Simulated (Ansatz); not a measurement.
**NbP polymorphs, one row open**

All numbers below come from DFT PBE, scalar-relativistic, plane waves, PAW in Ansatz 0.2.0. Settings: cutoff 420 eV, Γ-centred meshes spaced at most about 0.3 Å⁻¹, and about 0.25 Å⁻¹ or finer for metals (2π included), Gaussian smearing. No spin polarisation.

All energies are static (0 K, no zero-point motion). Rows are sorted by volume; energies count from the lowest form computed. Coordination counts P atoms around Nb (those within 1.25 times the shortest such distance or 1.15 times the sum of covalent radii, 1.27 where that leaves under three). The table shows 5 of 7 forms computed.

```csv
row,form,source,atoms,coordination,V (Å³/atom),gap on mesh (eV),ΔE (meV/atom)
1,P6_3/mmc,invented,4,Nb 6,16.0,0,?
2,I4_1md,Materials Project,4,Nb 6,16.0,0,0
3,"tungsten carbide type, P-6m2",invented,2,Nb 6,16.0,0,12
4,I4_1/amd,COD,4,Nb 4,16.1,0,597
5,P4/nmm,invented,4,Nb 4,16.5,0,730
```

The cell of row 1:

```
Nb P
1.0
     3.31446    0.00000    0.00000
    -1.65723    2.87040    0.00000
     0.00000    0.00000    6.72273
Nb P
2 2
Direct
  0.00000 0.00000 0.00000
  0.00000 0.00000 0.50000
  0.33333 0.66667 0.25000
  0.66667 0.33333 0.75000
```

Task: How far above the lowest form does the open row lie?

Result: 59 meV/atom, which puts it above row 3 and below row 4. Counting P atoms around Nb, row 1 and the lowest form (row 2) both have Nb 6. Shaken at random and relaxed again, this cell came back. Checks: no imaginary mode at Γ (other wave vectors untested).

The Crystallography Open Database (COD) lists a cell that the form in I4_1/amd (No. 141) matches; that form lies 0.60 eV/atom higher at this level. A margin this large points to a phase of high pressure or temperature, a composition off the formula, a faulty entry or an error of the functional.

Cells without such a test can be saddle points. Some candidate types were left out of the draw beforehand, so a known form may be missing.

The open row is a nickel arsenide arrangement, with Nb in a trigonally distorted octahedron of P. In the tungsten carbide type and the known ground-state structure, I4_1md, Nb sits in a trigonal prism instead. Since all three have six Nb–P contacts and nearly equal volumes, the 59 meV/atom probably reflects the shape of the coordination shell more than packing. Formally trivalent Nb keeps two d electrons, and a prism can stabilise them in a low-lying orbital with Nb–Nb bonding character, much as in layered niobium and molybdenum disulfides.

Both four-coordinate forms lie far higher, consistent with the loss of Nb–P bonding. The I4_1/amd entry may be a centrosymmetric idealisation of the polar ground state, with P moved to a special position that breaks up the prism; its near-equal volume would fit this. The preference for six neighbours is therefore clear, whereas the 12 meV/atom between the two prismatic forms is small enough that another functional or vibrational contributions could alter it appreciably.
